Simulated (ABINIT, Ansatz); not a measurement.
# How the form of the self-energy moves the gap of SiC (P6_3mc), part 2 of 2

Aim: compare treatments of exchange, screening and correlation for the gap of SiC (P6_3mc).

ABINIT 10.8.3; PBE and many-body steps on it, plane waves. Known limits of the many-body steps: not at the basis limit.

So far. Step 5 (G0W0, Engel-Farid plasmon pole): Against G0W0 in ABINIT (6×6×2 mesh, 232 bands, screening to 176.9 eV, Godby-Needs plasmon pole), the gap moves by +0.082 eV. Step 6 (G0W0, Hybertsen-Louie plasmon pole): Against G0W0 in ABINIT (6×6×2 mesh, 232 bands, screening to 176.9 eV, Godby-Needs plasmon pole), the gap moves by +0.068 eV.

## (7) One-shot Hartree-Fock

This step: one-shot Hartree-Fock on PBE, plane waves, norm-conserving pseudopotentials.

File run.abi:

```
acell 3*1.0 Angstrom
rprim 
  3.075694149693 -0.000000000023 0.000000000000
  -1.537847074826 2.663629267917 0.000000000000
  0.000000000000 0.000000000000 10.070646480000
ntypat 2
znucl 14 6
natom 8
typat 1 1 1 1 2 2 2 2
xred 
  0.666666666667 0.333333333333 0.937841980000
  0.333333333333 0.666666666667 0.437841980000
  -0.000000000000 -0.000000000000 0.687894380000
  -0.000000000000 -0.000000000000 0.187894380000
  0.666666666667 0.333333333333 0.749802590000
  0.333333333333 0.666666666667 0.249802590000
  -0.000000000000 -0.000000000000 0.500460050000
  -0.000000000000 -0.000000000000 0.000460050000
pp_dirpath "pseudos"
pseudos "Si.upf, C.upf"
ecut 37
ngkpt 6 6 2
nshiftk 1
shiftk 0 0 0
kptopt 1
chksymbreak 0
istwfk *1
occopt 1
irdwfk 1
optdriver 4
nband 20
gwcalctyp 5
ecutsigx 37
symsigma 1
nkptgw 2
kptgw 
  0.0000000000 0.0000000000 0.0000000000
  0.5000000000 0.0000000000 0.0000000000
bdgw 
  15 18
  15 18
ixc_sigma 40
fftgw 31
indata_prefix "in"
outdata_prefix "out"
tmpdata_prefix "tmp"
```

The run is started by

```bash
> OMP_NUM_THREADS=1 mpirun -n 16 abinit run.abi > log
```

Numbers of over 12 decimals in the logs are rounded to 6 here.

The log of the run:

```text
.Version 10.8.3 of ABINIT. v10.8.2 released Aug 2026.

 Symmetries : space group P6_3 m c (#186); Bravais hP (primitive hexag.)
[... echo of the input left out ...]
== DATASET  1 ==================================================================
-   mpi_nproc: 16, omp_nthreads: 1 (-1 if OMP is not activated)

--- !DatasetInfo
iteration_state: {dtset: 1, }
dimensions: {natom: 8, nkpt: 14, mband: 20, nsppol: 1, nspinor: 1, nspden: 1, mpw: 6030, }
cutoff_energies: {ecut:  37.0, pawecutdg:  -1.0, }
[...]
Band     E0 <VxcDFT>   SigX SigC(E0)      Z dSigC/dE  Sig(E)    E-E0       E
[...]
17   9.166 -10.884  -6.598   0.000   1.000   0.000  -6.598   4.287  13.452
       18   9.297 -10.661  -6.270   0.000   1.000   0.000  -6.270   4.391  13.687

== END DATASET(S) ==============================================================
================================================================================

 -outvars: echo values of variables after computation  --------
           etotal      0.0000000000E+00
            nband          20
             nkpt          14
          spgroup         186
 [... the other variables as echoed above ...]

 Calculation completed.
```

It took 5.6 s on 16 MPI ranks of Arm Neoverse N1, shared host; peak memory 0.7 GiB.

Numbers from this step:

```yaml
quasiparticle_gap_on_the_points_computed: 9.032 eV
starting_gap_on_the_mesh: 2.228 eV
k_of_the_valence_top: 0, 0, 0
k_of_the_conduction_bottom: 0.5, 0, 0
least_direct_quasiparticle_gap_on_the_computed_points: 10.62 eV
```

Against G0W0 in ABINIT (6×6×2 mesh, 232 bands, screening to 176.9 eV, Godby-Needs plasmon pole), the gap moves by +6.123 eV.

## (8) Screening, 6×6×2 mesh, 232 bands, screening to 176.9 eV

This step: RPA screening on PBE, plane waves, norm-conserving pseudopotentials.

Edit run.abi of step 7 so:

```diff
@@ -29,16 +29,14 @@
 irdwfk 1
-optdriver 4
-nband 20
-gwcalctyp 5
-ecutsigx 37
-symsigma 1
-nkptgw 2
-kptgw 
-  0.0000000000 0.0000000000 0.0000000000
-  0.5000000000 0.0000000000 0.0000000000
-bdgw 
-  15 18
-  15 18
-ixc_sigma 40
-fftgw 31
+optdriver 3
+nband 232
+ecuteps 6.5
+inclvkb 2
+awtr 1
+symchi 1
+gwcalctyp 2
+nfreqre 16
+freqremax 40 eV
+nfreqim 8
+spmeth 1
+nomegasf 120
 indata_prefix "in"
```

The log of the run:

```text
.Version 10.8.3 of ABINIT. v10.8.2 released Aug 2026.

 Symmetries : space group P6_3 m c (#186); Bravais hP (primitive hexag.)
[... echo of the input left out ...]
== DATASET  1 ==================================================================
-   mpi_nproc: 16, omp_nthreads: 1 (-1 if OMP is not activated)

--- !DatasetInfo
iteration_state: {dtset: 1, }
dimensions: {natom: 8, nkpt: 14, mband: 232, nsppol: 1, nspinor: 1, nspden: 1, mpw: 6030, }
cutoff_energies: {ecut:  37.0, pawecutdg:  -1.0, }
electrons: {nelect:   3.20000000E+01, charge:   0.00000000E+00, occopt:   1.00000000E+00, tsmear:   1.00000000E-02, }

 SCREENING: Calculation of the susceptibility and dielectric matrices

 Based on a program developped by R.W. Godby, V. Olevano, G. Onida, and L. Reining.
 Incorporated in ABINIT by V. Olevano, G.-M. Rignanese, and M. Torrent.
.Using double precision arithmetic ; gwpc =  8

[... cell and pseudopotentials left out ...]
--------------------------------------------------------------------------------

 ==== K-mesh for the wavefunctions ====
 Number of points in the irreducible wedge :    14
[... list of points left out ...]
 Together with 12 symmetry operations and time-reversal symmetry
 yields    72 points in the full Brillouin Zone.

 ==== Q-mesh for the screening function ====
 Number of points in the irreducible wedge :    14
[... list of points left out ...]
 Together with 12 symmetry operations and time-reversal symmetry
 yields    72 points in the full Brillouin Zone.

 setmesh: FFT mesh size selected  =    24x   24x   80
          total number of points  =        46080

 vcoul_init : cutoff-mode = AUXILIARY_FUNCTION
 q-points for optical limit:   1
     1)      0.000010    0.000020    0.000030

- screening: taking advantage of time-reversal symmetry
- Maximum band index for partially occupied states nbvw = 16
- Remaining bands to be divided among processors   nbcw = 216
- Number of bands treated by each node ~13

 Number of electrons calculated from density =   32.0000; Expected =   32.0000
 average of density, n =  0.057475
 r_s =    1.6075
 omega_plasma =   23.1257 [eV]

 calculating chi0 at frequencies [eV] :
  1    0.000000E+00    0.000000E+00
  2    2.666667E+00    0.000000E+00
  3    5.333333E+00    0.000000E+00
[...]
23    0.000000E+00    5.889717E+01
 24    0.000000E+00    8.292785E+01

--------------------------------------------------------------------------------
  q-point number  1        q = ( 0.000000, 0.000000, 0.000000) [r.l.u.]
--------------------------------------------------------------------------------
[... chi0 elements left out ...]
  [... further frequencies ...]

 No. of calculated frequencies >  15, stop printing
 For q-point:  0.000010 0.000020 0.000030
  dielectric constant =   6.9951
  dielectric constant without local fields =   7.6559

  Average fulfillment of the sum rule on Im[epsilon] for q-point    1 :     89.71  [%]
[... wings left out ...]
  q-point number  2        q = ( 0.166667, 0.000000, 0.000000) [r.l.u.]
--------------------------------------------------------------------------------
[... chi0 elements left out ...]
  [... further frequencies ...]

 No. of calculated frequencies >  15, stop printing
  Average fulfillment of the sum rule on Im[epsilon] for q-point    2 :     91.46  [%]

 [... 12 further q-points ...]
```

Run time: 12 min. Hardware: 16 MPI ranks; peak memory 9.7 GiB; 3.1 h of CPU time.

This step gave:

```yaml
eps_infinity_with_local_fields_on_this_mesh_along_the_program_s_q_direction: 6.995
the_same_without_local_fields: 7.656
plasma_frequency: 23.13 eV
plane_waves_in_the_screening_matrix: 447
```

## (9) G0W0, contour deformation

This step: G0W0 on PBE, plane waves, norm-conserving pseudopotentials.

Edit run.abi of step 8 so:

```diff
@@ -29,14 +29,17 @@
 irdwfk 1
-optdriver 3
+optdriver 4
 nband 232
+gwcalctyp 2
+ecutsigx 37
+symsigma 1
+nkptgw 2
+kptgw 
+  0.0000000000 0.0000000000 0.0000000000
+  0.5000000000 0.0000000000 0.0000000000
+bdgw 
+  15 18
+  15 18
 ecuteps 6.5
-inclvkb 2
-awtr 1
-symchi 1
-gwcalctyp 2
-nfreqre 16
-freqremax 40 eV
-nfreqim 8
-spmeth 1
-nomegasf 120
+irdscr 1
+gwmem 01
 indata_prefix "in"
```

The log of the run:

```text
.Version 10.8.3 of ABINIT. v10.8.2 released Aug 2026.

 Symmetries : space group P6_3 m c (#186); Bravais hP (primitive hexag.)
[... echo of the input left out ...]
== DATASET  1 ==================================================================
-   mpi_nproc: 16, omp_nthreads: 1 (-1 if OMP is not activated)

--- !DatasetInfo
iteration_state: {dtset: 1, }
dimensions: {natom: 8, nkpt: 14, mband: 232, nsppol: 1, nspinor: 1, nspden: 1, mpw: 6030, }
cutoff_energies: {ecut:  37.0, pawecutdg:  -1.0, }
[...]
Band     E0 <VxcDFT>   SigX SigC(E0)      Z dSigC/dE  Sig(E)    E-E0       E
[...]
18   9.297 -10.661  -6.270  -4.011   0.816  -0.225 -10.351   0.310   9.606
       18   0.000   0.000   0.000   0.000   0.000   0.000   0.000   0.000   0.000

== END DATASET(S) ==============================================================
================================================================================

 -outvars: echo values of variables after computation  --------
           etotal      0.0000000000E+00
            nband         232
             nkpt          14
          spgroup         186
 [... the other variables as echoed above ...]

 Calculation completed.
```

Run time: 61 s. Hardware: 16 MPI ranks; peak memory 5.2 GiB; 15 min of CPU time.

Numbers from this step:

```yaml
g0w0_gap_on_the_points_computed: 2.966 eV
starting_gap_on_the_mesh: 2.228 eV
k_of_the_valence_top: 0, 0, 0
k_of_the_conduction_bottom: 0.5, 0, 0
least_direct_g0w0_gap_on_the_computed_points: 4.23 eV
```

Against G0W0 in ABINIT (6×6×2 mesh, 232 bands, screening to 176.9 eV, Godby-Needs plasmon pole), the gap moves by +0.057 eV.

## (10) Side by side

Times are wall times on 16 MPI ranks of Arm Neoverse N1, shared host, good to a factor of about two. A run's time includes the screening step that it read.

| run | mesh | bands | screening cutoff (eV) | DFT gap (eV) | gap on the mesh (eV) | direct (eV) | ε∞ used | time |
| --- | --- | --- | --- | --- | --- | --- | --- | --- |
| G0W0, Godby-Needs plasmon pole | 6×6×2 | 232 | 176.9 | 2.228 | 2.909 | 4.183 | 6.96 | 11 min |
| G0W0, Engel-Farid plasmon pole | 6×6×2 | 232 | 176.9 | 2.228 | 2.991 | 4.273 | 6.96 | 11 min |
| G0W0, Hybertsen-Louie plasmon pole | 6×6×2 | 232 | 176.9 | 2.228 | 2.977 | 4.264 | 6.96 | 11 min |
| one-shot Hartree-Fock | 6×6×2 | - | - | 2.228 | 9.032 | 10.624 | - | 5.6 s |
| G0W0, contour deformation | 6×6×2 | 232 | 176.9 | 2.228 | 2.966 | 4.230 | 7.00 | 13 min |

## (11) What came out

* G0W0, Godby-Needs plasmon pole: 2.909 eV
* G0W0, Engel-Farid plasmon pole: 2.991 eV
* G0W0, Hybertsen-Louie plasmon pole: 2.977 eV
* one-shot Hartree-Fock: 9.032 eV
* G0W0, contour deformation: 2.966 eV
* known limits: not at the basis limit

What this shows: G0W0, Engel-Farid plasmon pole: +0.082 eV against G0W0, Godby-Needs plasmon pole. G0W0, Hybertsen-Louie plasmon pole: +0.068 eV against G0W0, Godby-Needs plasmon pole. One-shot Hartree-Fock: +6.123 eV against G0W0, Godby-Needs plasmon pole. G0W0, contour deformation: +0.057 eV against G0W0, Godby-Needs plasmon pole. Bare exchange alone opens the gap to 9.03 eV; against G0W0, correlation takes back 6.12 eV. Against experiment, by G0W0, Godby-Needs plasmon pole: the gap of 2.91 eV lies −0.38 eV from the measured 3.285 eV (kind not stated, quoted 2018); the gap of 2.91 eV lies −0.29 eV from the measured 3.2 eV (kind not stated, quoted 2020); the gap of 2.91 eV lies −0.35 eV from the measured 3.26 eV (kind not stated, quoted 2020). These are gaps on the mesh, at modest bands and cutoff. The calculation has static nuclei and no excitons; a measured gap holds zero-point and thermal motion, which mostly lowers it. Bands and cutoff are finite, so the gap is not at the basis limit. The miss can reach some tenths of an eV and take either sign; the mesh is an error of its own. In the G0W0 runs levels were corrected at 2 k points alone, so a gap called «on the mesh» is the least over those, and an edge elsewhere would be missed.

[Paths, hosts, dates, memory and timing lines, banners, echoed tables and standing remarks are left out of the program output.]

[Logs are printed without paths, hosts, clocks, repeated set-up lines and the standing remarks that a program may print on its own settings, such as how far it seeks lower states.]

[Runs of the session that timed out or met a known fault of the program may be left out.]

[Hosts, paths, dates, database ids (printed as entryN), source tags and the programs' standing remarks are cut or masked in the printed files.]

[G0W0 gaps are taken among the corrected bands and points alone; a level outside them can change the order at an edge.]

[Where Ansatz stands beside ABINIT at settings called matched, ABINIT's density can come from a denser mesh and the files from another edition; pairs whose starting gaps differed by over 0.03 eV were left out, so agreement reads better than it is.]
